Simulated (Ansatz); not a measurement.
# A series in volume per atom on C

Periodic Kohn-Sham DFT of a crystal at fixed atoms; pressure and stress are positive in compression; the energy is the free energy less that of spherical unpolarised free atoms; site moments are those in the method's own spheres, positive along +z. The results are calculated, by Ansatz 0.2.0.

Cell of the first row (space group Im-3m, No. 229):
```
CELL_PARAMETERS angstrom
-1.16010 1.16010 1.16010
1.16010 -1.16010 1.16010
1.16010 1.16010 -1.16010
ATOMIC_POSITIONS crystal
C 0.00000 0.00000 0.00000
```

Settings of every row: method all-electron LAPW; functional PBE; relativity scalar; k mesh 16x16x16; filling fermi-dirac; smearing width 0.03 eV; basis error target 0.25 meV/atom; nucleus gaussian.

Atom start moment: 0 on all atoms.

Limits: the cell comes from a prototype or a list of computed structures and needn't be the stable phase.

```
row  volume per atom (Å³)  energy less free atoms (eV/atom)  pressure (GPa)
  1                 6.246                           -4.8493          13.165
  2                 6.441                                 ?               ?
  3                 6.641                           -4.8647          -0.013
  4                  6.84                           -4.8614           -5.07
  5                 7.039                           -4.8526          -8.922
```

Question: what energy less free atoms and pressure should row 2 give?

Worked fit of energy less free atoms. Take u = (V_r/V)^(2/3) − 1 with V_r = 6.7405 Å³ an atom, which is twice the finite (Eulerian) strain; such expansions in the strain, on which the Birch-Murnaghan equation of state is built, carry the rest volume and the bulk modulus. The shown rows have u = 0.05211, 0.00996, -0.00972, -0.02847. Least squares give energy less free atoms = −4.86386 − 0.1583 × u + 8.396 × u² eV/atom; a straight line predicts inner rows, each left out in turn, worse (root mean square 0.0083 against 0.00027 eV/atom). The rows lie off it by 0.0000, -0.0001, 0.0001, -0.0001. The withheld row has u = 0.03076, so the fit gives −4.86386 − 0.1583 × (0.03076) + 8.396 × (0.03076)² = -4.8608 eV/atom.

The calculation gave -4.8609 eV/atom. The fit lies 0.0001 eV/atom (0.65 % of the column's range) above it, one unit of the last digit.

Worked fit of pressure. Take u = (V_r/V)^(2/3) − 1 with V_r = 6.7405 Å³ an atom, which is twice the finite (Eulerian) strain; such expansions in the strain, on which the Birch-Murnaghan equation of state is built, carry the rest volume and the bulk modulus. The shown rows have u = 0.05211, 0.00996, -0.00972, -0.02847. Least squares give pressure = −2.6606 + 250.243 × u + 1028.75 × u² GPa; a straight line predicts inner rows, each left out in turn, worse (root mean square 1 against 0.15 GPa). The rows lie off it by -0.008, 0.053, -0.074, 0.029 (root mean square 0.048 GPa). The pressure vanishes at u = 0.0102, or V = 6.639 Å³ an atom, and there the bulk modulus at fixed shape and fractions is B = −V dP/dV = (2/3)(1 + u) dP/du = 183 GPa. The withheld row has u = 0.03076, so the fit gives −2.6606 + 250.243 × (0.03076) + 1028.75 × (0.03076)² = 6.010 GPa.

The calculation gave 6.133 GPa. The fit lies 0.123 GPa (2 % of the value, 0.56 % of the column's range) below it; its largest miss of a shown row is 0.074 GPa.
